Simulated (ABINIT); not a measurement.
Crystal: SiC (Moissanite).

```
CELL_PARAMETERS angstrom
3.07600 0.00000 0.00000
-1.53800 2.66389 0.00000
0.00000 0.00000 5.04800
ATOMIC_POSITIONS crystal
Si 0.66667 0.33333 0.50000
Si 0.33333 0.66667 0.00000
C 0.66667 0.33333 0.88500
C 0.33333 0.66667 0.38500
```

```yaml
Program: ABINIT 10.8.3 (patched build)
Task: relaxation of cell and atoms
Functional: BP86
Potentials_or_basis: JTH PAW PBE v2.0
Cutoff: 517 eV
k_mesh: 10 × 10 × 5
Occupations: fermi-dirac, width 0.05 eV
Spin: no spin polarisation
```

At the start: pressure 4.5 GPa; volume 10.34 Å³/atom.

Question: How do energy, volume and symmetry change on relaxing?

Answer: Over 6 steps the energy falls by 11.9 meV/atom and the volume is 10.54 Å³/atom (+2.0 %); space group P6_3mc (No. 186, to 0.05 Å).

Step by step:
```tsv
step	energy change (eV)	largest force (eV/Å)	pressure (GPa)	volume (Å³)
1	0.0000	0.7527	4.47	41.36
2	-0.0315	0.4720	1.27	41.93
3	-0.0446	0.1376	-0.70	42.31
4	-0.0466	0.0401	-0.61	42.29
5	-0.0477	0.0133	-0.13	42.20
6	-0.0477	0.0035	-0.01	42.17
```

Final structure:
```
Si C
1.0
     3.09558    0.00000    0.00000
    -1.54779    2.68085    0.00000
     0.00000    0.00000    5.08178
Si C
2 2
Direct
  0.66667 0.33333 0.50462
  0.33333 0.66667 0.00462
  0.66667 0.33333 0.88038
  0.33333 0.66667 0.38038
```

Caveat: the PAW data sets were made with another functional, which shifts forces and pressure a little.
